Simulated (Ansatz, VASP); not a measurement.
# One calculation of Se, two programs

Contents of INCAR:

```
ALGO     = Normal         # electronic algorithm
EDIFF    = 1E-7           # SCF threshold, eV
ENCUT    = 520            # plane-wave cutoff, eV
GGA      = PE             # functional
ISIF     = 2              # what is computed and relaxed
ISMEAR   = -1             # smearing method
LASPH    = T              # aspherical terms in the spheres
LCHARG   = F              # write CHGCAR
LREAL    = F              # projectors in reciprocal space
LWAVE    = F              # write WAVECAR
NBANDS   = 9              # bands
NELM     = 60             # most SCF steps
PREC     = Accurate       # precision mode
SIGMA    = 0.08           # smearing width, eV
```

File KPOINTS:

```
k-points
0
Gamma
  17 17 17
```

POSCAR

```
Se
1.0
   -1.6488546883      1.6488546883      1.6488546883
    1.6488546883     -1.6488546883      1.6488546883
    1.6488546883      1.6488546883     -1.6488546883
Se
1
Direct
    0.0000000000      0.0000000000      0.0000000000
```

Input for Ansatz:

```yaml
crystal:
  lattice:
    - [-1.6488546883, 1.6488546883, 1.6488546883]
    - [1.6488546883, -1.6488546883, 1.6488546883]
    - [1.6488546883, 1.6488546883, -1.6488546883]
  atoms:
    - { symbol: Se, position: [0.0, 0.0, 0.0] }
kpoints:
  mp_grid: { grid: [17, 17, 17] }
scf:
  occupations: { method: fermi_dirac, width: 0.08 }
hamiltonian:
  xc: pbe
  pseudopotentials: { kind: all_electron, lapw: { basis_error: 0.001 } }
output:
  forces: true
  stress: true
  eigenvalues: true
  populations: true
```

Change from the starting cell: volume scaled by 0.88, LAPW.

Alike in both runs: task single point; functional PBE; k mesh 17 × 17 × 17; occupations fermi-dirac, width 0.08 eV; no spin polarisation.

|  | VASP | Ansatz |
| --- | --- | --- |
| version | VASP 6.6.1 | Ansatz 0.2.0 |
| potentials or method | VASP PAW PBE potentials, release 64 (Se) | all-electron LAPW, scalar-relativistic |
| plane-wave cutoff (eV) | 520 | see its input |

|  | VASP | Ansatz | Ansatz less VASP |
| --- | --- | --- | --- |
| pressure (GPa) | 12.3 | 12.2 | -0.07 |

Ansatz ran all-electron here, so the differences hold the error of VASP's frozen core and of both bases.
